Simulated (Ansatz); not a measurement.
**Moving the pressure in AlN**

The cell as given:

```cif
data_structure
_symmetry_space_group_name_H-M 'P6_3mc'
_symmetry_Int_Tables_number 186
_cell_length_a 3.1130
_cell_length_b 3.1130
_cell_length_c 4.9810
_cell_angle_alpha 90.000
_cell_angle_beta 90.000
_cell_angle_gamma 120.000
_cell_volume 41.80
loop_
_atom_site_label
_atom_site_type_symbol
_atom_site_symmetry_multiplicity
_atom_site_Wyckoff_symbol
_atom_site_fract_x
_atom_site_fract_y
_atom_site_fract_z
_atom_site_occupancy
Al1 Al 2 b 0.66667 0.33333 0.50000 1
N1 N 2 b 0.66667 0.33333 0.88000 1
```

Kept alike: task relaxation of cell and atoms; functional PBEsol; k mesh 10 × 10 × 6; occupations fermi-dirac, width 0.05 eV; no spin polarisation. Program: Ansatz, Ansatz PAW, cutoff 420 eV. The mesh is that of the run's cell of 4 atoms. No spin-orbit coupling.

| pressure, P (GPa) | band gap (eV) | volume (Å³/atom) | first edge of the run's cell (Å) | third edge of the run's cell (Å) |
| --- | --- | --- | --- | --- |
| 0 | 4.095 | 10.461 | 3.114 | 4.983 |
| 2 | 4.175 | 10.360 | 3.104 | 4.965 |
| 5 | 4.291 | 10.215 | 3.091 | 4.938 |
| 10 | 4.472 | 9.994 | 3.070 | 4.896 |
| 20 | 4.795 | 9.609 | 3.035 | 4.819 |
| 30 | - | 9.282 | 3.005 | 4.748 |

Gaps hold for each row's own relaxed cell. The relaxations keep at least the cell's symmetry (P6_3mc). The runs follow the start's structure, whether or not it is the stable one at these pressures. Ansatz's relaxations hold a Pulay term in the stress (up to 0.5 GPa here). P is the pressure aimed at, which the runs meet within some hundredths to tenths of a GPa. A dash stands where a model potential gives no energy or stress, or where a value looked faulty or was in doubt. A gap read on the mesh alone can miss an edge between its points. All rows use potentials made for PBE.

The band gap rises from 4.095 to 4.795 eV between 0 and 20 GPa. The volume falls from 10.461 to 9.282 Å³/atom between 0 and 30 GPa. The volume falls ever more slowly, since the solid stiffens under load. At the pressures aimed at, which the runs meet within some tenths of a GPa, the step from 0 to 5 GPa gives a mean bulk modulus near 210 GPa, the last step 289 GPa. The first edge of the run's cell falls from 3.114 to 3.005 Å between 0 and 30 GPa. The third edge of the run's cell falls from 4.983 to 4.748 Å between 0 and 30 GPa.
